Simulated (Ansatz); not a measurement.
Working through a formation energy from the elements of Al2O3 and its elements

Computed with Ansatz 0.2.0 through its Python package.

The cells in order, each with its output:

In [1]:
```python
from collections import Counter
import warnings

import ansatz as az
from ase import Atoms
import numpy as np
```

In [2]:
```python
CUTOFF_EV = 500
KSPACING = 0.3
SMEARING = "cold"
SIGMA = 0.05
```

In [3]:
```python
POLARISED = {"O2"}
```

In [4]:
```python
GASES = {"O2"}
```

In [5]:
```python
def ground_state(name, crystal):
    calc = (
        crystal.calculation()
        .functional(az.Functional.PBESOL)
        .scf(self_checks="high")
        .basis(CUTOFF_EV)
        .kpoints(spacing=KSPACING)
        .occupations(SMEARING, width=SIGMA)
        .stress()
    )
    if name in POLARISED:
        calc = calc.spin("collinear")
    if name in GASES:
        return calc.kpoints(1, 1, 1).relax(force_tolerance=0.01).run()
    calc = calc.relax(force_tolerance=0.01, fix_cell=["shape"])
    return calc.run()
```

In [6]:
```python
def counts(outcome):
    return Counter(site.symbol for site in outcome.lattice.sites)
```

In [7]:
```python
def formation_energy(outcome, mu):
    n = counts(outcome)
    return (outcome.report["energy_sigma0_ev"] - sum(k * mu[element] for element, k in n.items())) / sum(n.values())


def volume_per_atom(outcome):
    return abs(np.linalg.det(outcome.lattice.cell_ang)) / len(outcome.lattice.sites)
```

In [8]:
```python
warnings.simplefilter("ignore", az.DeckWarning)
```

In [9]:
```python
phases = {}
al2o3 = (
    az.Lattice.from_parameters(3.017483, 3.017483, 7.574636, alpha=90, beta=90, gamma=120)
    .space_group(164)
    .atom("Al", [0.0, 0.0, 0.277951])
    .atom("O", [1 / 3, 2 / 3, 0.199454])
    .atom("O", [0.0, 0.0, 0.5])
)
phases["Al2O3"] = al2o3
atoms = Atoms(
    ["Al"],
    scaled_positions=[
        [0.0, 0.0, 0.0],
    ],
    cell=[
        [0.0, 2.024805, 2.024805],
        [2.024805, 0.0, 2.024805],
        [2.024805, 2.024805, 0.0],
    ],
    pbc=True,
)
al = az.Crystal.from_ase(atoms)
phases["Al"] = al
o2 = (
    az.Lattice.of([9.0, 0.0, 0.0], [0.0, 9.5, 0.0], [0.0, 0.0, 10.0])
    .atom("O", [0.5, 0.5, 0.4385])
    .atom("O", [0.5, 0.5, 0.5615])
    .moments(O=1.0)
)
phases["O2"] = o2
```

In [10]:
```python
done = {}
for name, crystal in phases.items():
    done[name] = ground_state(name, crystal)
    print(f"{name}: {done[name].report['energy_sigma0_ev']:.4f} eV, {len(done[name].lattice.sites)} atoms")
```
```text
Al2O3: -2737.8730 eV, 5 atoms
Al: -524.5167 eV, 1 atoms
O2: -1116.5814 eV, 2 atoms
```

In [11]:
```python
# chemical potentials of the elements at zero temperature
references = {"Al": "Al", "O": "O2"}
mu = {element: done[name].report["energy_sigma0_ev"] / len(done[name].lattice.sites) for element, name in references.items()}
```

In [12]:
```python
target = done["Al2O3"]
heat = formation_energy(target, mu)
for element, value in mu.items():
    print(f"mu({element}) = {value:.4f} eV from {references[element]}, {volume_per_atom(done[references[element]]):.2f} A^3/atom")
print(f"formation energy of Al2O3: {heat:.4f} eV/atom = {96.4853 * heat:.1f} kJ/mol of atoms")
# no correction for the overbinding of the gas molecule is applied
```
```text
mu(Al) = -524.5167 eV from Al, 16.27 A^3/atom
mu(O) = -558.2907 eV from O2, 427.50 A^3/atom
formation energy of Al2O3: -2.7935 eV/atom = -269.5 kJ/mol of atoms
```

The formation energy is -2.793 eV an atom (-269.5 kJ per mole of atoms), so Al2O3 lies below the reference phases. Other compounds of these elements, not run here, can lie lower still.

Reading the output:
- These settings explore the input space; cutoff and mesh may be short of convergence.
- Other magnetic orders than the one started from may lie lower.
- For the metals among these phases the mesh is modest: differences between phases can be off by up to 40 meV an atom.
- The program warned that this SCF threshold is loose for forces or stresses.
- Atoms and volume are relaxed with the cell's shape held, which in cells of lower than cubic symmetry can hide stresses and shift volumes.
- The cells come from databases of deposited and of computed structures, and not all need be stable phases.
- The compound is the structure given, not necessarily its lowest; energies are at zero temperature, with no correction for gases. Magnetic phases start from parallel moments and may not end in their lowest magnetic state. A semilocal functional's error on such energies is often 0.05 to 0.1 eV an atom, and 0.1 to 0.3 eV against gases such as O2 or F2.
- The script silences the warnings on its input, which a real study should read.
- It ran for 36 s on 1 thread of Arm Neoverse V2, with other jobs on the host, peak memory 0.87 GiB.
